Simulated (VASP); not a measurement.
# CdSe (Cadmoselite) (P6_3mc) in VASP: a series of runs

CdSe (Cadmoselite) is run at these levels: RPBE, PBEsol+D3(BJ), PBEsol+D4, PBEsol; tasks: single point.

All numbers are computed with VASP 6.6.1; they aren't measurements. Logs are shortened: lines on timing, memory, paths and dates and some standing lists are left out, and cuts for length are marked.

**What was measured.**

A printed reference work, data compilation reports, for a bulk crystal of CdSe at 2 K: band gap 1.841 eV.

The runs below are set against these values where they give the same quantity.

**1. The cell of the first run**

The structure is hexagonal, space group P6_3mc (No. 186). Conventional cell: a = 4.445 Å, b = 4.445 Å, c = 7.256 Å, α = 90.00°, β = 90.00°, γ = 120.00°. Within 3.6 Å of Cd (site symmetry 3m) lie 4 Se at 2.72 to 2.73 Å. Within 3.6 Å of Se (site symmetry 3m) lie 4 Cd at 2.72 to 2.73 Å.

**2. Single point, RPBE**

INCAR reads:

```
SYSTEM = CdSe
PREC = Accurate
ENCUT = 520
EDIFF = 1E-6
ISMEAR = -1
SIGMA = 0.05
LREAL = .FALSE.
LASPH = .TRUE.
NELM = 80
ALGO = Normal
ISIF = 2
LWAVE = .FALSE.
LCHARG = .TRUE.
GGA = RP
LELF = .TRUE.
LVHAR = .TRUE.
NBANDS = 26
```

KPOINTS reads:

```
regular mesh
0
G
  7 7 4
  0 0 0
```

POSCAR reads:

```
CdSe
1.0
    4.4450169671      0.0000000000      0.0000000000
   -2.2225084836      3.8494976138      0.0000000000
    0.0000000000      0.0000000000      7.2562458411
Cd Se
2 2
Direct
    0.6666666667      0.3333333333      0.5044943095
    0.3333333333      0.6666666667      0.0044943095
    0.6666666667      0.3333333333      0.8805056905
    0.3333333333      0.6666666667      0.3805056905
```

Potentials or basis: VASP PAW PBE potentials, release 64 (Cd, Se).

Launch:

```bash
$ cat potpaw_PBE.64/Cd/POTCAR potpaw_PBE.64/Se/POTCAR > POTCAR
$ mpirun -np 1 vasp_std > vasp.out
```

OUTCAR:

```text
SYSTEM = CdSe
   PREC = Accurate
   ENCUT = 520
   EDIFF = 1E-6
   ISMEAR = -1
   LREAL = .FALSE.
   LASPH = .TRUE.
   NELM = 80
   ISIF = 2
   GGA = RP

 ion  position               nearest neighbor table
   1  0.667  0.333  0.504-   4 2.72   4 2.72   4 2.72   3 2.73
   2  0.333  0.667  0.004-   3 2.72   3 2.72   3 2.72   4 2.73
   3  0.667  0.333  0.881-   2 2.72   2 2.72   2 2.72   1 2.73
   4  0.333  0.667  0.381-   1 2.72   1 2.72   1 2.72   2 2.73

  LATTYP: Found a hexagonal cell.
 ALAT       =     4.4450169671
 C/A-ratio  =     1.6324450266

  Lattice vectors:

 A1 = (   4.4450169671,   0.0000000000,   0.0000000000)
 A2 = (  -2.2225084836,   3.8494976138,   0.0000000000)
 A3 = (   0.0000000000,   0.0000000000,   7.2562458411)

Analysis of symmetry for initial positions (statically):
=====================================================================
 Subroutine PRICEL returns:
 Original cell was already a primitive cell.

 Routine SETGRP: Setting up the symmetry group for a
 hexagonal supercell.

 Subroutine GETGRP returns: Found 12 space group operations
 (whereof  6 operations were pure point group operations)
 out of a pool of 24 trial point group operations.

The static configuration has the point symmetry C_3v.
 The point group associated with its full space group is C_6v.

Analysis of symmetry for dynamics (positions and initial velocities):
=====================================================================
 Subroutine PRICEL returns:
 Original cell was already a primitive cell.

 Routine SETGRP: Setting up the symmetry group for a
 hexagonal supercell.

 Subroutine GETGRP returns: Found 12 space group operations
 (whereof  6 operations were pure point group operations)
 out of a pool of 24 trial point group operations.

The dynamic configuration has the point symmetry C_3v.
 The point group associated with its full space group is C_6v.

 Subroutine INISYM returns: Found 12 space group operations
 (whereof  6 operations are pure point group operations),
 and found     1 'primitive' translations

----------------------------------------------------------------------------------------

                                     Primitive cell

  volume of cell :     124.1622

  direct lattice vectors                    reciprocal lattice vectors
     4.445016967  0.000000000  0.000000000     0.224971020  0.129887079  0.000000000
    -2.222508484  3.849497614  0.000000000     0.000000000  0.259774158  0.000000000
     0.000000000  0.000000000  7.256245841     0.000000000  0.000000000  0.137812310

  length of vectors
     4.445016967  4.445016967  7.256245841     0.259774158  0.259774158  0.137812310

  position of ions in fractional coordinates (direct lattice)
     0.666666667  0.333333333  0.504494309
     0.333333333  0.666666667  0.004494309
     0.666666667  0.333333333  0.880505691
     0.333333333  0.666666667  0.380505691

  ion indices of the primitive-cell ions
   primitive index   ion index
                 1           1
                 2           2
                 3           3
                 4           4

----------------------------------------------------------------------------------------

 KPOINTS: regular mesh

Automatic generation of k-mesh.
 Grid dimensions read from file:
 generate k-points for:    7    7    4

 Generating k-lattice:

  Cartesian coordinates                     Fractional coordinates (reciprocal lattice)
     0.032138717  0.018555297  0.000000000     0.142857143  0.000000000  0.000000000
     0.000000000  0.037110594  0.000000000     0.000000000  0.142857143  0.000000000
     0.000000000  0.000000000  0.034453077     0.000000000  0.000000000  0.250000000

  Length of vectors
     0.037110594  0.037110594  0.034453077

  Shift w.r.t. Gamma in fractional coordinates (k-lattice)
     0.000000000  0.000000000  0.000000000

 Subroutine IBZKPT returns following result:
 ===========================================

 Found     24 irreducible k-points:

 Following reciprocal coordinates:
            Coordinates               Weight
  0.000000  0.000000  0.000000      1.000000
  0.142857 -0.000000  0.000000      6.000000
  0.285714 -0.000000  0.000000      6.000000
  0.428571 -0.000000  0.000000      6.000000
  0.142857  0.142857  0.000000      6.000000
  0.285714  0.142857  0.000000     12.000000
[... 16 lines left out ...]
  0.428571  0.142857  0.500000      6.000000
  0.285714  0.285714  0.500000      6.000000
   k-points           NKPTS =     24   k-points in BZ     NKDIM =     24   number of bands    NBANDS=     26
   number of dos      NEDOS =    301   number of ions     NIONS =      4
   total plane-waves  NPLWV =  69984
   dimension x,y,z NGX =    36 NGY =   36 NGZ =   54
   dimension x,y,z NGXF=    72 NGYF=   72 NGZF=  108
   ions per type =               2   2
   NGX,Y,Z   is equivalent  to a cutoff of  13.46, 13.46, 12.37 a.u.
   NGXF,Y,Z  is equivalent  to a cutoff of  26.93, 26.93, 24.74 a.u.
 SYSTEM =  CdSe
   PREC   = accura    normal or accurate (medium, high low for compatibility)
   ISTART =      0    job   : 0-new  1-cont  2-samecut
   ICHARG =      2    charge: 1-file 2-atom 10-const
   ISPIN  =      1    spin polarized calculation?
   LNONCOLLINEAR =      F non collinear calculations
   LSORBIT =      F    spin-orbit coupling
   LASPH  =      T    aspherical Exc in radial PAW
   ENCUT  =  520.0 eV  38.22 Ry    6.18 a.u.   8.26  8.26 13.49*2*pi/ulx,y,z
   NELM   =     80;   NELMIN=  2; NELMDL= -5     # of ELM steps
   EDIFF  = 0.1E-05   stopping-criterion for ELM
   LREAL  =      F    real-space projection
   EDIFFG = 0.1E-04   stopping-criterion for IOM
   NSW    =      0    number of steps for IOM
   IBRION =     -1    ionic relax: 0-MD 1-quasi-New 2-CG
   NFREE  =      0    steps in history (QN), initial steepest desc. (CG)
   ISIF   =      2    stress and relaxation
   ISYM   =      2    0-nonsym 1-usesym 2-fastsym
   POTIM  = 0.5000    time-step for ionic-motion
   TEBEG  =    0.0;   TEEND  =   0.0 temperature during run
   PSTRESS=    0.0 pullay stress
   NELECT =      36.0000    total number of electrons
   NUPDOWN=      -1.0000    fix difference up-down
   EMIN   =  10.00;   EMAX   =-10.00  energy-range for DOS
   EFERMI =   0.00;   METHOD = LEGACY
   ISMEAR =    -1;   SIGMA  =   0.05  broadening in eV -4-tet -1-fermi 0-gaus
   EFERMI_NEDOS =   21; number of points for ismear=-14 and -15
   IALGO  =     38    algorithm
   IMIX   =      4    mixing-type and parameters
     AMIX     =   0.40;   BMIX     =  1.00
     AMIX_MAG =   1.60;   BMIX_MAG =  1.00
  volume/ion in A,a.u.               =      31.04       209.47
  Fermi-wavevector in a.u.,A,eV,Ry     =   1.083542  2.047598 15.974107  1.174064
  Thomas-Fermi vector in A             =   2.219611
   LORBIT       =      0    0 simple, 1 ext, 2 COOP (PROOUT), +10 PAW based schemes
   GGA     = RP    functional components
   LHFCALC =     F    Hartree Fock is set to
   AEXX    =    0.0000 exact exchange contribution
   IVDW    =     0    specifies the selected vdW correction
   LEPSILON=     F    determine dielectric tensor
   LRPA    =     F    only Hartree local field effects (RPA)
 non-spin polarized calculation
  energy-cutoff  :      520.00
  volume of cell :      124.16
 maximum number of plane-waves:      3360
 NGX is ok and might be reduce to    36
   NGX = 17   NGY = 17   NGZ = 27

 number of electron      36.0000004 magnetization

 Free energy of the ion-electron system (eV)
  ---------------------------------------------------
  ext. energy  EPLUGINS =         0.00000000
  ---------------------------------------------------
  free energy    TOTEN  =        -9.75476210 eV

  energy without entropy =       -9.75472998  energy(sigma->0) =       -9.75474604

 E-fermi :   0.6858     XC(G=0):  -8.1850

 val. band max:        0.3411830646   @ k =   0.0000   0.0000   0.0000
 cond. band min:       0.9608297707   @ k =   0.0000   0.0000   0.0000
 fundamental gap:      0.6196467062
 Fermi energy:         0.6858480473

 k-point     1 :       0.0000    0.0000    0.0000
  band No.  band energies     occupation
      1     -11.7060      2.00000
      2     -11.4159      2.00000
      3      -7.3192      2.00000
      4      -7.3163      2.00000
      5      -7.3163      2.00000
      6      -7.2660      2.00000
[... 18 lines left out ...]
     25       7.3128      0.00000
     26       7.8822      0.00000

 k-point     2 :       0.1429   -0.0000    0.0000
  band No.  band energies     occupation
      1     -11.6580      2.00000
      2     -11.3941      2.00000
      3      -7.3050      2.00000
      4      -7.2999      2.00000
      5      -7.2728      2.00000
      6      -7.2437      2.00000
[... 18 lines left out ...]
     25       7.6257      0.00000
     26       7.7293      0.00000

 k-point     3 :       0.2857   -0.0000    0.0000
  band No.  band energies     occupation
      1     -11.5437      2.00000
      2     -11.3503      2.00000
      3      -7.2750      2.00000
      4      -7.2686      2.00000
      5      -7.1968      2.00000
      6      -7.1933      2.00000
[... 18 lines left out ...]
     25       7.9191      0.00000
     26       8.2450      0.00000

 k-point     4 :       0.4286   -0.0000    0.0000
  band No.  band energies     occupation
      1     -11.4383      2.00000
      2     -11.3278      2.00000
      3      -7.2568      2.00000
      4      -7.2510      2.00000
      5      -7.1555      2.00000
      6      -7.1480      2.00000
[... 18 lines left out ...]
     25       8.2071      0.00000
     26       9.3297      0.00000
[... 496 lines left out ...]
      1     -11.3933      2.00000
      2     -11.3933      2.00000
      3      -7.2267      2.00000
      4      -7.2267      2.00000
      5      -7.2072      2.00000
      6      -7.2072      2.00000
[... 18 lines left out ...]
     25       7.9938      0.00000
     26       7.9938      0.00000

 k-point    23 :       0.4286    0.1429    0.5000
  band No.  band energies     occupation
      1     -11.3610      2.00000
      2     -11.3610      2.00000
      3      -7.2190      2.00000
      4      -7.2190      2.00000
      5      -7.1983      2.00000
      6      -7.1983      2.00000
[... 18 lines left out ...]
     25       8.4980      0.00000
     26       8.4980      0.00000

 k-point    24 :       0.2857    0.2857    0.5000
  band No.  band energies     occupation
      1     -11.3535      2.00000
      2     -11.3535      2.00000
      3      -7.2098      2.00000
      4      -7.2098      2.00000
      5      -7.1978      2.00000
      6      -7.1978      2.00000
[... 18 lines left out ...]
     25       8.3510      0.00000
     26       8.3510      0.00000

------------------------ aborting loop because EDIFF is reached ----------------------------------------

  FORCE on cell =-STRESS in cart. coord.  units (eV):
  Direction    XX          YY          ZZ          XY          YZ          ZX
  --------------------------------------------------------------------------------------
  -------------------------------------------------------------------------------------
  Total        0.1753265      0.1753265      0.1415820     -0.0000000      0.0000000     -0.0000000
  in kB        2.2623959      2.2623959      1.8269611     -0.0000000      0.0000000     -0.0000000
  external PRESSURE =       2.1172510 kB  Pullay stress =       0.0000000 kB

 VOLUME and BASIS-vectors are now :
 -----------------------------------------------------------------------------
  energy-cutoff  :      520.00
  volume of cell :      124.16
      direct lattice vectors                 reciprocal lattice vectors
     4.445016967  0.000000000  0.000000000     0.224971020  0.129887079  0.000000000
    -2.222508484  3.849497614  0.000000000     0.000000000  0.259774158  0.000000000
     0.000000000  0.000000000  7.256245841     0.000000000  0.000000000  0.137812310

 POSITION                                       TOTAL-FORCE (eV/Angst)
 -----------------------------------------------------------------------------------
      2.22251      1.28317      3.66073        -0.000000      0.000000      0.006111
     -0.00000      2.56633      0.03261         0.000000     -0.000000      0.006111
      2.22251      1.28317      6.38917         0.000000      0.000000     -0.006111
     -0.00000      2.56633      2.76104        -0.000000      0.000000     -0.006111
 -----------------------------------------------------------------------------------
    total drift:                               -0.000000     -0.000000      0.000281

  FREE ENERGIE OF THE ION-ELECTRON SYSTEM (eV)
  ---------------------------------------------------
  free  energy   TOTEN  =        -9.7547621033 eV

  energy  without entropy=       -9.7547299815  energy(sigma->0) =       -9.75474604
```

Run time: 31 s. Hardware: 1 thread of Intel Xeon 6975P-C (Granite Rapids), shared host; peak memory 0.27 GiB.

What came out:

```
Free energy            : -9.7548 eV
Pressure               : 0.2 GPa
Largest force          : 0.006 eV/Å
Band gap on the k mesh : 0.62 eV, direct
```

Forces in eV/Å, atoms in the order of the input:
```
Cd   0.000  0.000  0.006
Cd   0.000  0.000  0.006
Se   0.000  0.000 -0.006
Se   0.000  0.000 -0.006
```

Caveat: the PAW data sets were made with another functional, which shifts forces and pressure a little.

**3. Single point, PBEsol+D3(BJ)**

This run uses another cell than the first one, of 27.25 Å³/atom, 0.878 times its volume.

INCAR reads:

```
SYSTEM = CdSe
ALGO = Normal
EDIFF = 1E-7
ENCUT = 520
GGA = PS
ISIF = 2
ISMEAR = -1
IVDW = 12
LASPH = .TRUE.
LCHARG = .FALSE.
LREAL = .FALSE.
LWAVE = .FALSE.
NBANDS = 26
NELM = 60
PREC = Accurate
SIGMA = 0.05
```

KPOINTS reads:

```
k-points
0
G
  7 7 4
  0 0 0
```

POSCAR reads:

```
CdSe
1.0
    4.2552398640      0.0000000000      0.0000000000
   -2.1276199320      3.6851458214      0.0000000000
    0.0000000000      0.0000000000      6.9506287146
Cd Se
2 2
Direct
    0.6666666667      0.3333333333      0.5048048671
    0.3333333333      0.6666666667      0.0048048671
    0.6666666667      0.3333333333      0.8801951329
    0.3333333333      0.6666666667      0.3801951329
```

Potentials or basis: VASP PAW PBE potentials, release 64 (Cd, Se).

Launch:

```bash
$ cat potpaw_PBE.64/Cd/POTCAR potpaw_PBE.64/Se/POTCAR > POTCAR
$ mpirun -np 1 vasp_std > vasp.out
```

It took 37 s on 1 thread of AMD EPYC 9R45 (Zen 5), shared host; peak memory 0.23 GiB.

The run converged. Its results:

- Free energy: -13.5384 eV
- Pressure: 0.4 GPa
- Band gap on the k mesh: 0.60 eV, direct
- Dispersion energy per atom: -0.304 eV

Levels at points of the mesh, in eV from the valence-band top:
```tsv
k point	band 15	band 16	band 17	band 18	band 19	band 20	band 21	band 22
(0.00, 0.00, 0.00)	-0.82	-0.06	0.00	0.00	0.60	2.13	5.78	5.78
(0.00, 0.00, 0.50)	-0.43	-0.43	-0.43	-0.43	2.33	2.33	5.79	5.79
```

Caveat: the PAW data sets were made with another functional, which shifts forces and pressure a little.

(Continued in part 2 of 2.)
